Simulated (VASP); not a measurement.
# Ti (Im-3m) in VASP: a series of runs

Runs on Ti. Level: PBE. Tasks: electric field gradients.

All numbers are computed with VASP 6.6.1; they aren't measurements. Logs are shortened: lines on timing, memory, paths and dates and some standing lists are left out, and cuts for length are marked.

## Step 1: Starting point

Symmetry: Im-3m, No. 229, cubic system. Conventional cell: a = 3.252 Å, b = 3.252 Å, c = 3.252 Å, α = 90.00°, β = 90.00°, γ = 90.00°. Ti (site symmetry m-3m) has 8 Ti at 2.82 Å as nearest neighbours.

This isn't the form of Ti at room conditions, which is hcp.

## Step 2: Electric field gradients, PBE

File INCAR:

```
PREC = Accurate
ENCUT = 520
EDIFF = 1E-8
ISMEAR = -1
SIGMA = 0.05
LREAL = False
LASPH = True
NELM = 80
ALGO = Normal
ISIF = 2
LWAVE = False
LCHARG = False
GGA = PE
LEFG = True
NBANDS = 12
```

File KPOINTS:

```
regular mesh
0
Gamma
  18 18 18
```

File POSCAR:

```
Ti
1.0
   -1.6258179727      1.6258179727      1.6258179727
    1.6258179727     -1.6258179727      1.6258179727
    1.6258179727      1.6258179727     -1.6258179727
Ti
1
Direct
    0.0000000000      0.0000000000      0.0000000000
```

Potentials or basis: VASP PAW PBE potentials, release 64 (Ti_sv).

On the command line:

```
$ cat potpaw_PBE.64/Ti_sv/POTCAR > POTCAR
$ mpirun -np 1 vasp_std > vasp.out
```

OUTCAR:

```text
PREC = Accurate
   ENCUT = 520
   EDIFF = 1E-8
   ISMEAR = -1
   LREAL = False
   LASPH = True
   NELM = 80
   ISIF = 2
   GGA = PE

 ion  position               nearest neighbor table
   1  0.000  0.000  0.000-

  LATTYP: Found a body centered cubic cell.
 ALAT       =     3.2516359454

  Lattice vectors:

 A1 = (  -1.6258179727,   1.6258179727,   1.6258179727)
 A2 = (   1.6258179727,  -1.6258179727,   1.6258179727)
 A3 = (   1.6258179727,   1.6258179727,  -1.6258179727)

Analysis of symmetry for initial positions (statically):
=====================================================================
 Subroutine PRICEL returns:
 Original cell was already a primitive cell.

 Routine SETGRP: Setting up the symmetry group for a
 body centered cubic supercell.

 Subroutine GETGRP returns: Found 48 space group operations
 (whereof 48 operations were pure point group operations)
 out of a pool of 48 trial point group operations.

The static configuration has the point symmetry O_h .

Analysis of symmetry for dynamics (positions and initial velocities):
=====================================================================
 Subroutine PRICEL returns:
 Original cell was already a primitive cell.

 Routine SETGRP: Setting up the symmetry group for a
 body centered cubic supercell.

 Subroutine GETGRP returns: Found 48 space group operations
 (whereof 48 operations were pure point group operations)
 out of a pool of 48 trial point group operations.

The dynamic configuration has the point symmetry O_h .

 Subroutine INISYM returns: Found 48 space group operations
 (whereof 48 operations are pure point group operations),
 and found     1 'primitive' translations

----------------------------------------------------------------------------------------

                                     Primitive cell

  volume of cell :      17.1900

  direct lattice vectors                    reciprocal lattice vectors
    -1.625817973  1.625817973  1.625817973     0.000000000  0.307537503  0.307537503
     1.625817973 -1.625817973  1.625817973     0.307537503  0.000000000  0.307537503
     1.625817973  1.625817973 -1.625817973     0.307537503  0.307537503  0.000000000

  length of vectors
     2.815999333  2.815999333  2.815999333     0.434923708  0.434923708  0.434923708

  position of ions in fractional coordinates (direct lattice)
     0.000000000  0.000000000  0.000000000

  ion indices of the primitive-cell ions
   primitive index   ion index
                 1           1

----------------------------------------------------------------------------------------

 KPOINTS: regular mesh

Automatic generation of k-mesh.
 Grid dimensions read from file:
 generate k-points for:   18   18   18

 Generating k-lattice:

  Cartesian coordinates                     Fractional coordinates (reciprocal lattice)
     0.000000000  0.017085417  0.017085417     0.055555556  0.000000000  0.000000000
     0.017085417  0.000000000  0.017085417     0.000000000  0.055555556  0.000000000
     0.017085417  0.017085417  0.000000000     0.000000000  0.000000000  0.055555556

  Length of vectors
     0.024162428  0.024162428  0.024162428

  Shift w.r.t. Gamma in fractional coordinates (k-lattice)
     0.000000000  0.000000000  0.000000000

 Subroutine IBZKPT returns following result:
 ===========================================

 Found    195 irreducible k-points:

 Following reciprocal coordinates:
            Coordinates               Weight
  0.000000  0.000000  0.000000      1.000000
  0.055556  0.000000  0.000000     12.000000
  0.111111  0.000000  0.000000     12.000000
  0.166667  0.000000  0.000000     12.000000
  0.222222  0.000000  0.000000     12.000000
  0.277778  0.000000  0.000000     12.000000
[... 16 lines left out ...]
  0.333333  0.111111  0.000000     48.000000
  0.388889  0.111111  0.000000     48.000000
 [... further k-points ...]
   k-points           NKPTS =    195   k-points in BZ     NKDIM =    195   number of bands    NBANDS=     12
   number of dos      NEDOS =    301   number of ions     NIONS =      1
   total plane-waves  NPLWV =  13824
   dimension x,y,z NGX =    24 NGY =   24 NGZ =   24
   dimension x,y,z NGXF=    48 NGYF=   48 NGZF=   48
   ions per type =               1
   NGX,Y,Z   is equivalent  to a cutoff of  14.17, 14.17, 14.17 a.u.
   NGXF,Y,Z  is equivalent  to a cutoff of  28.34, 28.34, 28.34 a.u.
 SYSTEM =  unknown system
   PREC   = accura    normal or accurate (medium, high low for compatibility)
   ISTART =      0    job   : 0-new  1-cont  2-samecut
   ICHARG =      2    charge: 1-file 2-atom 10-const
   ISPIN  =      1    spin polarized calculation?
   LNONCOLLINEAR =      F non collinear calculations
   LSORBIT =      F    spin-orbit coupling
   LASPH  =      T    aspherical Exc in radial PAW
   ENCUT  =  520.0 eV  38.22 Ry    6.18 a.u.   5.24  5.24  5.24*2*pi/ulx,y,z
   NELM   =     80;   NELMIN=  2; NELMDL= -5     # of ELM steps
   EDIFF  = 0.1E-07   stopping-criterion for ELM
   LREAL  =      F    real-space projection
   EDIFFG = 0.1E-06   stopping-criterion for IOM
   NSW    =      0    number of steps for IOM
   IBRION =     -1    ionic relax: 0-MD 1-quasi-New 2-CG
   NFREE  =      0    steps in history (QN), initial steepest desc. (CG)
   ISIF   =      2    stress and relaxation
   ISYM   =      2    0-nonsym 1-usesym 2-fastsym
   POTIM  = 0.5000    time-step for ionic-motion
   TEBEG  =    0.0;   TEEND  =   0.0 temperature during run
   PSTRESS=    0.0 pullay stress
   NELECT =      12.0000    total number of electrons
   NUPDOWN=      -1.0000    fix difference up-down
   EMIN   =  10.00;   EMAX   =-10.00  energy-range for DOS
   EFERMI =   0.00;   METHOD = LEGACY
   ISMEAR =    -1;   SIGMA  =   0.05  broadening in eV -4-tet -1-fermi 0-gaus
   EFERMI_NEDOS =   21; number of points for ismear=-14 and -15
   IALGO  =     38    algorithm
   IMIX   =      4    mixing-type and parameters
     AMIX     =   0.40;   BMIX     =  1.00
     AMIX_MAG =   1.60;   BMIX_MAG =  1.00
  volume/ion in A,a.u.               =      17.19       116.00
  Fermi-wavevector in a.u.,A,eV,Ry     =   1.452257  2.744367 28.695353  2.109049
  Thomas-Fermi vector in A             =   2.569659
   LORBIT       =      0    0 simple, 1 ext, 2 COOP (PROOUT), +10 PAW based schemes
   GGA     = PE    functional components
   LHFCALC =     F    Hartree Fock is set to
   AEXX    =    0.0000 exact exchange contribution
   IVDW    =     0    specifies the selected vdW correction
   LEPSILON=     F    determine dielectric tensor
   LRPA    =     F    only Hartree local field effects (RPA)
 non-spin polarized calculation
  energy-cutoff  :      520.00
  volume of cell :       17.19
 maximum number of plane-waves:       476
 NGX is ok and might be reduce to    24
   NGX = 11   NGY = 11   NGZ = 11

 number of electron      11.9999996 magnetization

 Free energy of the ion-electron system (eV)
  ---------------------------------------------------
  ext. energy  EPLUGINS =         0.00000000
  ---------------------------------------------------
  free energy    TOTEN  =        -7.73423754 eV

  energy without entropy =       -7.71557241  energy(sigma->0) =       -7.72490497

 E-fermi :   8.1943     XC(G=0): -11.5425

 val. band max:        8.1905062059   @ k =   0.2778   0.1111   0.0556
 cond. band min:       8.2017937994   @ k =   0.2778   0.0556   0.0000
 fundamental gap:      0.0112875935
 Fermi energy:         8.1943231640

 k-point     1 :       0.0000    0.0000    0.0000
  band No.  band energies     occupation
      1     -48.3188      2.00000
      2     -24.1631      2.00000
      3     -24.1631      2.00000
      4     -24.1631      2.00000
      5       2.2178      2.00000
      6       9.1907      0.00000
      7       9.1907      0.00000
      8       9.1907      0.00000
      9      10.9698      0.00000
     10      10.9698      0.00000
     11      25.6791      0.00000
     12      25.6791      0.00000

 k-point     2 :       0.0556    0.0000    0.0000
  band No.  band energies     occupation
      1     -48.3147      2.00000
      2     -24.1849      2.00000
      3     -24.1698      2.00000
      4     -24.1632      2.00000
      5       2.3248      2.00000
      6       9.1414      0.00000
      7       9.1776      0.00000
      8       9.2685      0.00000
      9      10.9112      0.00000
     10      10.9726      0.00000
     11      25.5194      0.00000
     12      25.6716      0.00000

 k-point     3 :       0.1111    0.0000    0.0000
  band No.  band energies     occupation
      1     -48.3029      2.00000
      2     -24.2476      2.00000
      3     -24.1891      2.00000
      4     -24.1636      2.00000
      5       2.6382      2.00000
      6       9.0025      0.00000
      7       9.1201      0.00000
      8       9.4977      0.00000
      9      10.7772      0.00000
     10      10.9832      0.00000
     11      25.0083      0.00000
     12      25.5615      0.00000
[... 286 lines left out ...]
 k-point    23 :       0.3333    0.1111    0.0000
  band No.  band energies     occupation
      1     -48.1932      2.00000
      2     -24.7640      2.00000
      3     -24.3766      2.00000
      4     -24.1962      2.00000
      5       5.7648      2.00000
      6       7.9239      1.99109
      7       8.4531      0.01123
      8      10.8206      0.00000
      9      11.3579      0.00000
     10      12.3975      0.00000
     11      18.4835      0.00000
     12      21.7310      0.00000

 k-point    24 :       0.3889    0.1111    0.0000
  band No.  band energies     occupation
      1     -48.1819      2.00000
      2     -24.8129      2.00000
      3     -24.3997      2.00000
      4     -24.1971      2.00000
      5       5.9408      2.00000
      6       7.8366      1.99844
      7       8.7336      0.00004
      8      10.8904      0.00000
      9      11.4417      0.00000
     10      12.8438      0.00000
     11      17.4283      0.00000
     12      21.3737      0.00000

 [... further k-points ...]

------------------------ aborting loop because EDIFF is reached ----------------------------------------

  FORCE on cell =-STRESS in cart. coord.  units (eV):
  Direction    XX          YY          ZZ          XY          YZ          ZX
  --------------------------------------------------------------------------------------
  -------------------------------------------------------------------------------------
  Total        0.0186415      0.0186415      0.0186415     -0.0000000     -0.0000000     -0.0000000
  in kB        1.7374614      1.7374614      1.7374614     -0.0000000     -0.0000000     -0.0000000
  external PRESSURE =       1.7374614 kB  Pullay stress =       0.0000000 kB

 VOLUME and BASIS-vectors are now :
 -----------------------------------------------------------------------------
  energy-cutoff  :      520.00
  volume of cell :       17.19
      direct lattice vectors                 reciprocal lattice vectors
    -1.625817973  1.625817973  1.625817973     0.000000000  0.307537503  0.307537503
     1.625817973 -1.625817973  1.625817973     0.307537503  0.000000000  0.307537503
     1.625817973  1.625817973 -1.625817973     0.307537503  0.307537503  0.000000000

 POSITION                                       TOTAL-FORCE (eV/Angst)
 -----------------------------------------------------------------------------------
      0.00000      0.00000      0.00000        -0.000000     -0.000000      0.000000
 -----------------------------------------------------------------------------------
    total drift:                                0.000000      0.000000     -0.000000

  FREE ENERGIE OF THE ION-ELECTRON SYSTEM (eV)
  ---------------------------------------------------
  free  energy   TOTEN  =        -7.7342375364 eV

  energy  without entropy=       -7.7155724124  energy(sigma->0) =       -7.72490497

 Electric field gradients (V/A^2)
---------------------------------------------------------------------
 ion       V_xx      V_yy      V_zz      V_xy      V_xz      V_yz
---------------------------------------------------------------------
   1       0.000     0.000     0.000     0.000     0.000     0.000
---------------------------------------------------------------------

 Electric field gradients after diagonalization (V/A^2)
 (convention: |V_zz| > |V_xx| > |V_yy|)
----------------------------------------------------------------------
 ion       V_xx      V_yy      V_zz     asymmetry (V_yy - V_xx)/ V_zz
----------------------------------------------------------------------
   1      -0.000    -0.000     0.000       0.000
----------------------------------------------------------------------

           NMR quadrupolar parameters

 Cq : quadrupolar parameter    Cq=e*Q*V_zz/h
 eta: asymmetry parameters     (V_yy - V_xx)/ V_zz
 Q  : nuclear electric quadrupole moment in mb (millibarn)
----------------------------------------------------------------------
 ion       Cq(MHz)       eta       Q (mb)
----------------------------------------------------------------------
   1       0.000       0.000       1.000
----------------------------------------------------------------------
```

It took 22 s on 1 thread of Intel Xeon Platinum 8488C (Sapphire Rapids), shared host; peak memory 0.16 GiB.

What came out:

- Free energy: -7.7342 eV
- Pressure: 0.2 GPa
- Band gap on the k mesh: none (metal or under the smearing width)

Electric field gradients, principal values (V/Å²):
```tsv
atom	Vxx	Vyy	Vzz
1 Ti	0.000	0.000	0.000
```

## Step 3: Electric field gradients, PBE, non-collinear spin, zero start, spin-orbit coupling

File INCAR:

```
SYSTEM = Ti
PREC = Accurate
ENCUT = 520
EDIFF = 1E-8
ISMEAR = -1
SIGMA = 0.05
LREAL = .False.
LASPH = .True.
NELM = 150
ALGO = Fast
ISIF = 2
LWAVE = .False.
LCHARG = .False.
MAGMOM = 0 0 0
LORBIT = 11
LSORBIT = .True.
GGA_COMPAT = .False.
LORBMOM = .True.
LMAXMIX = 4
GGA = PE
LEFG = .True.
NBANDS = 23
```

File KPOINTS:

```
Automatic mesh
0
Gamma
  18 18 18
  0 0 0
```

POSCAR is that of step 2.

Potentials or basis: VASP PAW PBE potentials, release 64 (Ti_sv).

On the command line:

```
$ cat potpaw_PBE.64/Ti_sv/POTCAR > POTCAR
$ mpirun -np 1 vasp_ncl > vasp.out
```

OUTCAR:

```text
SYSTEM = Ti
   PREC = Accurate
   ENCUT = 520
   EDIFF = 1E-8
   ISMEAR = -1
   LREAL = .False.
   LASPH = .True.
   NELM = 150
   ISIF = 2
   LORBIT = 11
   LSORBIT = .True.
   GGA = PE

 ion  position               nearest neighbor table
   1  0.000  0.000  0.000-

  LATTYP: Found a body centered cubic cell.
 ALAT       =     3.2516359454

  Lattice vectors:

 A1 = (  -1.6258179727,   1.6258179727,   1.6258179727)
 A2 = (   1.6258179727,  -1.6258179727,   1.6258179727)
 A3 = (   1.6258179727,   1.6258179727,  -1.6258179727)

Analysis of symmetry for initial positions (statically):
=====================================================================
 Subroutine PRICEL returns:
 Original cell was already a primitive cell.

 Routine SETGRP: Setting up the symmetry group for a
 body centered cubic supercell.

 Subroutine GETGRP returns: Found 48 space group operations
 (whereof 48 operations were pure point group operations)
 out of a pool of 48 trial point group operations.

The static configuration has the point symmetry O_h .

Analysis of symmetry for dynamics (positions and initial velocities):
=====================================================================
 Subroutine PRICEL returns:
 Original cell was already a primitive cell.

 Routine SETGRP: Setting up the symmetry group for a
 body centered cubic supercell.

 Subroutine GETGRP returns: Found 48 space group operations
 (whereof 48 operations were pure point group operations)
 out of a pool of 48 trial point group operations.

The dynamic configuration has the point symmetry O_h .

Analysis of structural, dynamic, and magnetic symmetry:
=====================================================================
 Subroutine PRICEL returns:
 Original cell was already a primitive cell.

 Routine SETGRP: Setting up the symmetry group for a
[... 825 lines left out ...]
 ion       V_xx      V_yy      V_zz      V_xy      V_xz      V_yz
---------------------------------------------------------------------
   1      -0.000     0.000    -0.000     0.000     0.000     0.000
---------------------------------------------------------------------

 Electric field gradients after diagonalization (V/A^2)
 (convention: |V_zz| > |V_xx| > |V_yy|)
----------------------------------------------------------------------
 ion       V_xx      V_yy      V_zz     asymmetry (V_yy - V_xx)/ V_zz
----------------------------------------------------------------------
   1      -0.000    -0.000     0.000       0.000
----------------------------------------------------------------------

           NMR quadrupolar parameters

 Cq : quadrupolar parameter    Cq=e*Q*V_zz/h
 eta: asymmetry parameters     (V_yy - V_xx)/ V_zz
 Q  : nuclear electric quadrupole moment in mb (millibarn)
----------------------------------------------------------------------
 ion       Cq(MHz)       eta       Q (mb)
----------------------------------------------------------------------
   1       0.000       0.000       1.000
----------------------------------------------------------------------

 orbital moment (x)

 # of ion     p       d       tot
 ----------------------------------------
  1         0.000   0.000   0.000
 ----------------------------------------
            0.000   0.000   0.000

 orbital moment (y)

 # of ion     p       d       tot
 ----------------------------------------
  1         0.000  -0.000  -0.000
 ----------------------------------------
            0.000  -0.000  -0.000

 orbital moment (z)

 # of ion     p       d       tot
 ----------------------------------------
  1         0.000   0.000   0.000
 ----------------------------------------
            0.000   0.000   0.000

 Spin-Orbit-Coupling matrix elements

 Ion:    1  E_soc:     -0.0111162
 l=   1
     0.0000000    -0.0017561    -0.0017561
    -0.0017561     0.0000000    -0.0017561
    -0.0017561    -0.0017561     0.0000000
 l=   2
     0.0000000    -0.0000167     0.0000000    -0.0000167    -0.0000799
    -0.0000167     0.0000000    -0.0000599    -0.0000167    -0.0000200
     0.0000000    -0.0000599     0.0000000    -0.0000599     0.0000000
    -0.0000167    -0.0000167    -0.0000599     0.0000000    -0.0000200
    -0.0000799    -0.0000200     0.0000000    -0.0000200     0.0000000
 l=   3
     0.0000000     0.0000000     0.0000000     0.0000000     0.0000000     0.0000000     0.0000000
     0.0000000     0.0000000     0.0000000     0.0000000     0.0000000     0.0000000     0.0000000
     0.0000000     0.0000000     0.0000000     0.0000000     0.0000000     0.0000000     0.0000000
     0.0000000     0.0000000     0.0000000     0.0000000     0.0000000     0.0000000     0.0000000
     0.0000000     0.0000000     0.0000000     0.0000000     0.0000000     0.0000000     0.0000000
     0.0000000     0.0000000     0.0000000     0.0000000     0.0000000     0.0000000     0.0000000
     0.0000000     0.0000000     0.0000000     0.0000000     0.0000000     0.0000000     0.0000000

 total charge

# of ion       s       p       d       tot
------------------------------------------
    1        2.245   6.113   1.918  10.276

 magnetization (x)

# of ion       s       p       d       tot
------------------------------------------
    1        0.000   0.000   0.000   0.000

 magnetization (y)

# of ion       s       p       d       tot
------------------------------------------
    1        0.000   0.000  -0.000  -0.000

 magnetization (z)

# of ion       s       p       d       tot
------------------------------------------
    1        0.000   0.000  -0.000  -0.000
```

OSZICAR:

```text
N       E                     dE             d eps       ncg     rms          rms(c)
DAV:   1     0.133610443030E+03    0.13361E+03   -0.59838E+03  8978   0.128E+03
DAV:   2     0.376506202156E+01   -0.12985E+03   -0.12590E+03  9369   0.385E+02
DAV:   3    -0.839530116343E+01   -0.12160E+02   -0.11958E+02 15736   0.103E+02
[... 35 lines left out ...]
RMM:  39    -0.773979736821E+01   -0.14805E-07   -0.18082E-07  7193   0.119E-03    0.421E-05
RMM:  40    -0.773979738049E+01   -0.12275E-07   -0.14012E-07  7686   0.114E-03    0.264E-05
RMM:  41    -0.773979738972E+01   -0.92346E-08   -0.12139E-07  7232   0.107E-03    0.359E-05
RMM:  42    -0.773979739958E+01   -0.98571E-08   -0.10094E-07  7156   0.982E-04    0.346E-05
RMM:  43    -0.773979740508E+01   -0.54988E-08   -0.78597E-08  6937   0.893E-04
   1 F= -.77397974E+01 E0= -.77304628E+01  d E =-.186692E-01  mag=    -0.0000     0.0000     0.0000
```

Run time: 7 min. Hardware: 1 thread of Intel Xeon Platinum 8488C (Sapphire Rapids), shared host; peak memory 0.27 GiB.

What came out:

* Free energy: -7.7398 eV
* Pressure: 0.2 GPa
* Net moment: 0.00 μB per cell
* Valence electrons inside the program's atomic spheres: Ti 10.28

Moments on the atoms (μB; x, y, z):
```
Ti  0.00 0.00 0.00
```

Electric field gradients, principal values (V/Å²):
```tsv
atom	Vxx	Vyy	Vzz
1 Ti	0.000	0.000	0.000
```
